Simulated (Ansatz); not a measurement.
## ZnS (Wurtzite-2H) under changes of volume

One of the cells (19.603 Å³/atom); the others are scaled copies at fixed shape and fractional positions:

```
Zn S
1.0
     3.81100    0.00000    0.00000
    -1.90550    3.30042    0.00000
     0.00000    0.00000    6.23400
Zn S
2 2
Direct
  0.66667 0.33333 0.50000
  0.33333 0.66667 0.00000
  0.66667 0.33333 0.88500
  0.33333 0.66667 0.38500
```

- Program: Ansatz 0.2.0
- Functional: PBEsol
- Potentials or basis: all-electron LAPW, scalar-relativistic
- Cutoff: 264 eV (chosen from the basis error)
- Basis error allowed: 0.002 eV/atom
- k mesh: 8 × 8 × 5
- Occupations: fermi-dirac, width 0.05 eV
- Spin: no spin polarisation

| volume (Å³/atom) | energy over the lowest point (meV/atom) | pressure (GPa) | gap on the mesh (eV) | largest force (eV/Å) |
| --- | --- | --- | --- | --- |
| 18.427 | 9.77 | 3.9 | 2.40 | 0.386 |
| 18.819 | 2.67 | 2.0 | 2.30 | 0.357 |
| 19.211 | 0.00 | 0.3 | 2.21 | 0.331 |
| 19.603 | 1.30 | -1.3 | 2.11 | 0.306 |
| 19.995 | 6.16 | -2.7 | 2.02 | 0.283 |
| 20.387 | ? | ? | ? | ? |
| 20.779 | 25.07 | -5.0 | 1.85 | 0.241 |

Q: What does the run at 20.387 Å³/atom give?

A: Energy over the lowest point 14.19 meV/atom; pressure -3.9 GPa; gap on the mesh 1.93 eV; largest force 0.262 eV/Å.

Worked out: A Birch-Murnaghan fit of order 3 (a polynomial in V^(-2/3)) to the other rows has its minimum at 19.27 Å³/atom with B0 = V·E''(V) = 78 GPa and B' = 4.5 at fixed shape and positions, which overstates the stiffness. It gives 14.19 meV/atom at 20.387 Å³/atom, against the run's 14.19, and -dE/dV = -3.9 GPa, against -3.9. A straight line through the other rows of the gap, of slope -4.59 eV per unit of ln V (its deformation potential), gives 1.93 eV, against the run's 1.93.

Energies are extrapolated to zero smearing.
